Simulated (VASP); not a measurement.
The system is HfO2.

```
Hf O
1.0
     0.00000    2.55750    2.55750
     2.55750    0.00000    2.55750
     2.55750    2.55750    0.00000
Hf O
1 2
Direct
  0.00000 0.00000 0.00000
  0.75000 0.75000 0.75000
  0.25000 0.25000 0.25000
```

Measurements of this composition are mostly on another form, of space group No. 14.

Program: VASP 6.6.1. Alike in all runs: task band structure; no spin polarisation; cell as given; k mesh 10 × 10 × 10; cutoff (eV) 520; smearing gaussian 0.02 eV.

Question: Order these runs on this cell by their band gap on the k mesh, lowest first.
A. level LDA; potentials or basis VASP PAW LDA potentials, release 64 (Hf_pv, O)
B. level PBE; potentials or basis VASP PAW PBE potentials, release 64 (Hf_pv, O)
C. level r2SCAN; potentials or basis VASP PAW PBE potentials, release 64 (Hf_pv, O)

Answer: A (3.52 eV), B (3.73 eV), C (4.21 eV).

Caveats: spin-orbit coupling is left out, which moves the levels of the heavy elements.

